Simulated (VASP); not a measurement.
Sc, 2 atoms in the cell. It takes space group P4/nmm (No. 129, tetragonal). Conventional cell: a = 3.571 Å, b = 3.571 Å, c = 7.956 Å, α = 90.00°, β = 90.00°, γ = 90.00°. Around Sc (site symmetry 4mm) lie 8 Sc at 3.31 to 3.57 Å. This isn't the form of Sc at room conditions, which is hcp.

- Program: VASP 6.6.1
- Task: single point
- Functional: PBEsol
- Potentials or basis: VASP PAW PBE potentials, release 64 (Sc_sv)
- Cutoff: 520 eV
- k mesh: 5 × 5 × 2
- Occupations: fermi-dirac, width 0.15 eV
- Spin: no spin polarisation
- Dipole correction: no
- Further INCAR settings: ALGO = Fast; EDIFF = 1e-07; NBANDS = 18

Potentials or basis: VASP PAW PBE potentials, release 64 (Sc_sv).

Run with:

```console
$ cat potpaw_PBE.64/Sc_sv/POTCAR > POTCAR
$ mpirun -np 1 vasp_std > vasp.out
```

Hardware: 1 thread of Intel(R) Xeon(R) 6975P-C (Granite Rapids) (shared host).

Estimate the wall time of this run.

Run time: 23 s on 1 thread of Intel(R) Xeon(R) 6975P-C (Granite Rapids) (shared host), peak memory 0.19 GiB. Counts: scf iterations 25, k points 12.
